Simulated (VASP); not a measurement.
# Se (P3_121) in VASP: further runs

One crystal, Se, is run at these levels: PBE+D3(BJ); tasks: single point.

Everything below comes from runs of VASP 6.6.1. Logs are shortened: lines on timing, memory, paths and dates and some standing lists are left out, and cuts for length are marked.

### Step 1. The cell of the first run

It takes space group P3_121 (No. 152, trigonal). The conventional cell has a = 4.158 Å, b = 4.158 Å, c = 4.646 Å, α = 90.00°, β = 90.00°, γ = 120.00°. Se (site symmetry 2) is surrounded by 2 Se at 2.36 Å.

### Step 2. Single point, PBE+D3(BJ) (volume 23.191 Å^3 an atom, c/a of the conventional cell 1.1173)

INCAR reads:

```
SYSTEM = Se
ALGO = Fast ; EDIFF = 1E-6
ENCUT = 520 ; GGA = PE
ISIF = 2 ; ISMEAR = 0
IVDW = 12 ; LASPH = .TRUE.
LCHARG = .FALSE. ; LREAL = .FALSE.
LWAVE = .FALSE. ; NBANDS = 16
NELM = 100 ; PREC = Accurate
SIGMA = 0.05
```

KPOINTS reads:

```
k-points
0
G
  12 12 8
  0 0 0
```

POSCAR reads:

```
Se
1.0
    4.1582771654      0.0000000000      0.0000000000
   -2.0791385827      3.6011736612      0.0000000000
    0.0000000000      0.0000000000      4.6460430769
Se
3
Direct
    0.2473450691      0.0000000000      0.3333333333
    0.0000000000      0.2473450691      0.6666666667
    0.7526549309      0.7526549309      0.0000000000
```

Potentials or basis: VASP PAW PBE potentials, release 64 (Se).

On the command line:

```bash
$ cat potpaw_PBE.64/Se/POTCAR > POTCAR
$ mpirun -np 1 vasp_std > vasp.out
```

OUTCAR:

```text
SYSTEM = Se
   EDIFF = 1E-6
   ENCUT = 520
   GGA = PE
   ISIF = 2
   ISMEAR = 0
   IVDW = 12
   LASPH = .TRUE.
   LREAL = .FALSE.
   NELM = 100
   PREC = Accurate
 IVDW          = 12

 ion  position               nearest neighbor table
   1  0.247  0.000  0.333-   3 2.36   2 2.36
   2  0.000  0.247  0.667-   3 2.36   1 2.36
   3  0.753  0.753  0.000-   2 2.36   1 2.36

  LATTYP: Found a hexagonal cell.
 ALAT       =     4.1582771654
 C/A-ratio  =     1.1173000000

  Lattice vectors:

 A1 = (   4.1582771654,   0.0000000000,   0.0000000000)
 A2 = (  -2.0791385827,   3.6011736612,   0.0000000000)
 A3 = (   0.0000000000,   0.0000000000,   4.6460430769)

Analysis of symmetry for initial positions (statically):
=====================================================================
 Subroutine PRICEL returns:
 Original cell was already a primitive cell.

 Routine SETGRP: Setting up the symmetry group for a
 hexagonal supercell.

 Subroutine GETGRP returns: Found  6 space group operations
 (whereof  2 operations were pure point group operations)
 out of a pool of 24 trial point group operations.

The static configuration has the point symmetry C_2 .
 The point group associated with its full space group is D_3 .

Analysis of symmetry for dynamics (positions and initial velocities):
=====================================================================
 Subroutine PRICEL returns:
 Original cell was already a primitive cell.

 Routine SETGRP: Setting up the symmetry group for a
 hexagonal supercell.

 Subroutine GETGRP returns: Found  6 space group operations
 (whereof  2 operations were pure point group operations)
 out of a pool of 24 trial point group operations.

The dynamic configuration has the point symmetry C_2 .
 The point group associated with its full space group is D_3 .

 Subroutine INISYM returns: Found  6 space group operations
 (whereof  2 operations are pure point group operations),
 and found     1 'primitive' translations

----------------------------------------------------------------------------------------

                                     Primitive cell

  volume of cell :      69.5730

  direct lattice vectors                    reciprocal lattice vectors
     4.158277165  0.000000000  0.000000000     0.240484210  0.138843624  0.000000000
    -2.079138583  3.601173661  0.000000000     0.000000000  0.277687247  0.000000000
     0.000000000  0.000000000  4.646043077     0.000000000  0.000000000  0.215236920

  length of vectors
     4.158277165  4.158277165  4.646043077     0.277687247  0.277687247  0.215236920

  position of ions in fractional coordinates (direct lattice)
     0.247345069  0.000000000  0.333333333
     0.000000000  0.247345069  0.666666667
     0.752654931  0.752654931  0.000000000

  ion indices of the primitive-cell ions
   primitive index   ion index
                 1           1
                 2           2
                 3           3

----------------------------------------------------------------------------------------

 KPOINTS: k-points

Automatic generation of k-mesh.
 Grid dimensions read from file:
 generate k-points for:   12   12    8

 Generating k-lattice:

  Cartesian coordinates                     Fractional coordinates (reciprocal lattice)
     0.020040351  0.011570302  0.000000000     0.083333333  0.000000000  0.000000000
     0.000000000  0.023140604  0.000000000     0.000000000  0.083333333  0.000000000
     0.000000000  0.000000000  0.026904615     0.000000000  0.000000000  0.125000000

  Length of vectors
     0.023140604  0.023140604  0.026904615

  Shift w.r.t. Gamma in fractional coordinates (k-lattice)
     0.000000000  0.000000000  0.000000000

 Subroutine IBZKPT returns following result:
 ===========================================

 Found    131 irreducible k-points:

 Following reciprocal coordinates:
            Coordinates               Weight
  0.000000  0.000000  0.000000      1.000000
  0.083333  0.000000  0.000000      6.000000
  0.166667  0.000000  0.000000      6.000000
  0.250000  0.000000  0.000000      6.000000
  0.333333  0.000000  0.000000      6.000000
  0.416667  0.000000  0.000000      6.000000
[... 16 lines left out ...]
  0.166667  0.000000  0.125000      6.000000
  0.000000  0.166667  0.125000      6.000000
 [... further k-points ...]
   k-points           NKPTS =    131   k-points in BZ     NKDIM =    131   number of bands    NBANDS=     16
   number of dos      NEDOS =    301   number of ions     NIONS =      3
   total plane-waves  NPLWV =  36864
   dimension x,y,z NGX =    32 NGY =   32 NGZ =   36
   dimension x,y,z NGXF=    64 NGYF=   64 NGZF=   72
   ions per type =               3
   NGX,Y,Z   is equivalent  to a cutoff of  12.79, 12.79, 12.88 a.u.
   NGXF,Y,Z  is equivalent  to a cutoff of  25.59, 25.59, 25.76 a.u.
 SYSTEM =  Se
   PREC   = accura    normal or accurate (medium, high low for compatibility)
   ISTART =      0    job   : 0-new  1-cont  2-samecut
   ICHARG =      2    charge: 1-file 2-atom 10-const
   ISPIN  =      1    spin polarized calculation?
   LNONCOLLINEAR =      F non collinear calculations
   LSORBIT =      F    spin-orbit coupling
   LASPH  =      T    aspherical Exc in radial PAW
   ENCUT  =  520.0 eV  38.22 Ry    6.18 a.u.   7.73  7.73  8.64*2*pi/ulx,y,z
   NELM   =    100;   NELMIN=  2; NELMDL= -5     # of ELM steps
   EDIFF  = 0.1E-05   stopping-criterion for ELM
   LREAL  =      F    real-space projection
   EDIFFG = 0.1E-04   stopping-criterion for IOM
   NSW    =      0    number of steps for IOM
   IBRION =     -1    ionic relax: 0-MD 1-quasi-New 2-CG
   NFREE  =      0    steps in history (QN), initial steepest desc. (CG)
   ISIF   =      2    stress and relaxation
   ISYM   =      2    0-nonsym 1-usesym 2-fastsym
   POTIM  = 0.5000    time-step for ionic-motion
   TEBEG  =    0.0;   TEEND  =   0.0 temperature during run
   PSTRESS=    0.0 pullay stress
   NELECT =      18.0000    total number of electrons
   NUPDOWN=      -1.0000    fix difference up-down
   EMIN   =  10.00;   EMAX   =-10.00  energy-range for DOS
   EFERMI =   0.00;   METHOD = LEGACY
   ISMEAR =     0;   SIGMA  =   0.05  broadening in eV -4-tet -1-fermi 0-gaus
   EFERMI_NEDOS =   21; number of points for ismear=-14 and -15
   IALGO  =     68    algorithm
   IMIX   =      4    mixing-type and parameters
     AMIX     =   0.40;   BMIX     =  1.00
     AMIX_MAG =   1.60;   BMIX_MAG =  1.00
  volume/ion in A,a.u.               =      23.19       156.50
  Fermi-wavevector in a.u.,A,eV,Ry     =   1.043163  1.971292 14.805705  1.088189
  Thomas-Fermi vector in A             =   2.177860
   LORBIT       =      0    0 simple, 1 ext, 2 COOP (PROOUT), +10 PAW based schemes
   GGA     = PE    functional components
   LHFCALC =     F    Hartree Fock is set to
   AEXX    =    0.0000 exact exchange contribution
   IVDW    =    12    specifies the selected vdW correction
   LEPSILON=     F    determine dielectric tensor
   LRPA    =     F    only Hartree local field effects (RPA)
 non-spin polarized calculation
 RMM-DIIS sequential band-by-band and
 Gauss-broadening in eV      SIGMA  =   0.05
  energy-cutoff  :      520.00
  volume of cell :       69.57
 maximum number of plane-waves:      1896
 NGX is ok and might be reduce to    32
   NGX = 15   NGY = 15   NGZ = 17

 number of electron      18.0000000 magnetization

 Free energy of the ion-electron system (eV)
  ---------------------------------------------------
  ext. energy  EPLUGINS =         0.00000000
  ---------------------------------------------------
  free energy    TOTEN  =       -10.15972095 eV

  energy without entropy =      -10.15972032  energy(sigma->0) =      -10.15972064

 E-fermi :   4.8011     XC(G=0):  -9.6404

 val. band max:        4.6844344693   @ k =   0.5000   0.0000   0.5000
 cond. band min:       4.9136191881   @ k =   0.0000   0.0000   0.5000
 fundamental gap:      0.2291847188
 Fermi energy:         4.8010700827

 k-point     1 :       0.0000    0.0000    0.0000
  band No.  band energies     occupation
      1     -12.3035      2.00000
      2      -7.5218      2.00000
      3      -7.5218      2.00000
      4      -0.1714      2.00000
      5       0.4275      2.00000
      6       0.4275      2.00000
[... 8 lines left out ...]
     15      11.4379      0.00000
     16      12.7524      0.00000

 k-point     2 :       0.0833    0.0000    0.0000
  band No.  band energies     occupation
      1     -12.2602      2.00000
      2      -7.5639      2.00000
      3      -7.5193      2.00000
      4      -0.3979      2.00000
      5       0.2179      2.00000
      6       0.3638      2.00000
[... 8 lines left out ...]
     15      11.6951      0.00000
     16      12.5403      0.00000

 k-point     3 :       0.1667    0.0000    0.0000
  band No.  band energies     occupation
      1     -12.1354      2.00000
      2      -7.6941      2.00000
      3      -7.5120      2.00000
      4      -0.8287      2.00000
      5      -0.1211      2.00000
      6       0.1928      2.00000
[... 8 lines left out ...]
     15      12.0427      0.00000
     16      12.7922      0.00000

 k-point     4 :       0.2500    0.0000    0.0000
  band No.  band energies     occupation
      1     -11.9459      2.00000
      2      -7.9108      2.00000
      3      -7.5012      2.00000
      4      -1.1623      2.00000
      5      -0.4343      2.00000
      6       0.0156      2.00000
[... 8 lines left out ...]
     15      12.2940      0.00000
     16      13.4711      0.00000
[... 324 lines left out ...]
 k-point    22 :       0.0000    0.0833    0.1250
  band No.  band energies     occupation
      1     -12.1741      2.00000
      2      -8.4783      2.00000
      3      -6.6375      2.00000
      4      -0.3380      2.00000
      5       0.0293      2.00000
      6       0.5066      2.00000
[... 8 lines left out ...]
     15      11.8695      0.00000
     16      12.1586      0.00000

 k-point    23 :       0.1667    0.0000    0.1250
  band No.  band energies     occupation
      1     -12.0512      2.00000
      2      -8.4627      2.00000
      3      -6.8122      2.00000
      4      -0.7059      2.00000
      5      -0.1365      2.00000
      6       0.3237      2.00000
[... 8 lines left out ...]
     15      11.7752      0.00000
     16      12.3412      0.00000

 k-point    24 :       0.0000    0.1667    0.1250
  band No.  band energies     occupation
      1     -12.0501      2.00000
      2      -8.4894      2.00000
      3      -6.7579      2.00000
      4      -0.8482      2.00000
      5      -0.2656      2.00000
      6       0.2996      2.00000
[... 8 lines left out ...]
     15      12.1849      0.00000
     16      12.8214      0.00000

 [... further k-points ...]

------------------------ aborting loop because EDIFF is reached ----------------------------------------

 Edisp (eV)   -1.13001

 E8    (eV) :    -0.4666

  FORCE on cell =-STRESS in cart. coord.  units (eV):
  Direction    XX          YY          ZZ          XY          YZ          ZX
  --------------------------------------------------------------------------------------
  -------------------------------------------------------------------------------------
  Total       2.08986     2.08986     4.80969    -0.00000     0.00000     0.00000
  in kB      48.12677    48.12677   110.76108    -0.00000     0.00000     0.00000
  external pressure =       69.00 kB  Pullay stress =        0.00 kB

 VOLUME and BASIS-vectors are now :
 -----------------------------------------------------------------------------
  energy-cutoff  :      520.00
  volume of cell :       69.57
      direct lattice vectors                 reciprocal lattice vectors
     4.158277165  0.000000000  0.000000000     0.240484210  0.138843624  0.000000000
    -2.079138583  3.601173661  0.000000000     0.000000000  0.277687247  0.000000000
     0.000000000  0.000000000  4.646043077     0.000000000  0.000000000  0.215236920

 POSITION                                       TOTAL-FORCE (eV/Angst)
 -----------------------------------------------------------------------------------
      1.02853      0.00000      1.54868         0.671494     -0.000000      0.000000
     -0.51426      0.89073      3.09736        -0.335747      0.581531      0.000000
      1.56487      2.71044      0.00000        -0.335747     -0.581531     -0.000000
 -----------------------------------------------------------------------------------
    total drift:                                0.000000     -0.000000      0.000000

  FREE ENERGIE OF THE ION-ELECTRON SYSTEM (eV)
  ---------------------------------------------------
  free  energy   TOTEN  =       -11.2897283538 eV

  energy  without entropy=      -11.2897277268  energy(sigma->0) =      -11.28972804
```

Run time: 70 s. Hardware: 1 thread of Intel Xeon Platinum 8375C at 2.90GHz (Ice Lake), shared host; peak memory 0.27 GiB.

What came out:

| Item | Value |
| --- | --- |
| Free energy | -11.2897 eV |
| Pressure | 6.9 GPa |
| Largest force | 0.671 eV/Å |
| Band gap on the k mesh | 0.23 eV, indirect (least direct gap 1.40 eV) |
| Dispersion energy per atom | -0.377 eV |

Forces on the atoms (eV/Å):
```
Se   0.671  0.000  0.000
Se  -0.336  0.582  0.000
Se  -0.336 -0.582  0.000
```

Stress tensor (GPa, compression positive):
```
 4.81  0.00  0.00
 0.00  4.81  0.00
 0.00  0.00 11.08
```

Levels at points of the mesh, in eV from the valence-band top:
```csv
k point,band 6,band 7,band 8,band 9,band 10,band 11,band 12,band 13
"(0.00, 0.00, 0.00)",-4.26,-2.78,-2.78,-1.13,1.33,1.55,1.55,6.05
"(0.50, 0.00, 0.00)",-4.59,-3.75,-2.01,-1.40,1.42,1.53,4.07,4.27
"(0.00, 0.00, 0.50)",-4.12,-2.31,-2.31,-1.64,0.23,0.23,0.74,5.92
"(0.50, 0.00, 0.50)",-5.08,-3.09,-2.26,0.00,1.93,2.54,2.76,6.04
```

A k mesh can miss the band edges.

### Step 3. Single point, PBE+D3(BJ) (volume 23.845 Å^3 an atom, c/a of the conventional cell 1.3660)

INCAR reads:

```
PREC = Accurate ; ENCUT = 520
EDIFF = 1E-6 ; ISMEAR = 0
SIGMA = 0.05 ; LREAL = False
LASPH = True ; NELM = 100
ALGO = Fast ; ISIF = 2
LWAVE = False ; LCHARG = False
GGA = PE ; IVDW = 12
NBANDS = 16
```

KPOINTS reads:

```
Automatic mesh
0
Gamma
  12 12 8
```

POSCAR reads:

```
Se
1.0
    3.9250550312      0.0000000000      0.0000000000
   -1.9625275156      3.3991973683      0.0000000000
    0.0000000000      0.0000000000      5.3616251727
Se
3
Direct
    0.2473450691      0.0000000000      0.3333333333
    0.0000000000      0.2473450691      0.6666666667
    0.7526549309      0.7526549309      0.0000000000
```

Potentials or basis: VASP PAW PBE potentials, release 64 (Se).

On the command line:

```bash
$ cat potpaw_PBE.64/Se/POTCAR > POTCAR
$ mpirun -np 1 vasp_std > vasp.out
```

Run time: 82 s. Hardware: 1 thread of Intel Xeon Platinum 8375C at 2.90GHz (Ice Lake), shared host; peak memory 0.27 GiB.

Results (log left out):

```
Free energy                : -11.4564 eV
Pressure                   : 0.0 GPa
Largest force              : 0.123 eV/Å
Band gap on the k mesh     : none (metal or under the smearing width)
Dispersion energy per atom : -0.367 eV
```

Forces in eV/Å, atoms in the order of the input:
```
Se   0.123  0.000  0.000
Se  -0.062  0.107  0.000
Se  -0.062 -0.107  0.000
```

Stress tensor (GPa, compression positive):
```
 1.07  0.00  0.00
 0.00  1.07  0.00
 0.00  0.00 -2.01
```

Levels at points of the mesh, in eV from the Fermi level:
| k point | band 6 | band 7 | band 8 | band 9 | band 10 | band 11 | band 12 | band 13 |
| --- | --- | --- | --- | --- | --- | --- | --- | --- |
| (0.00, 0.00, 0.00) | -3.22 | -1.63 | -1.63 | -0.36 | 1.34 | 1.34 | 2.44 | 6.32 |
| (0.50, 0.00, 0.00) | -3.83 | -3.64 | -1.42 | -0.93 | 1.35 | 1.71 | 4.15 | 4.40 |
| (0.00, 0.00, 0.50) | -2.77 | -1.36 | -1.03 | -1.03 | 0.88 | 1.26 | 1.26 | 5.42 |
| (0.50, 0.00, 0.50) | -4.13 | -2.37 | -2.04 | -0.36 | 0.87 | 2.23 | 3.11 | 5.81 |

Caveat: pairwise dispersion overbinds metals, which lowers pressure and volume.
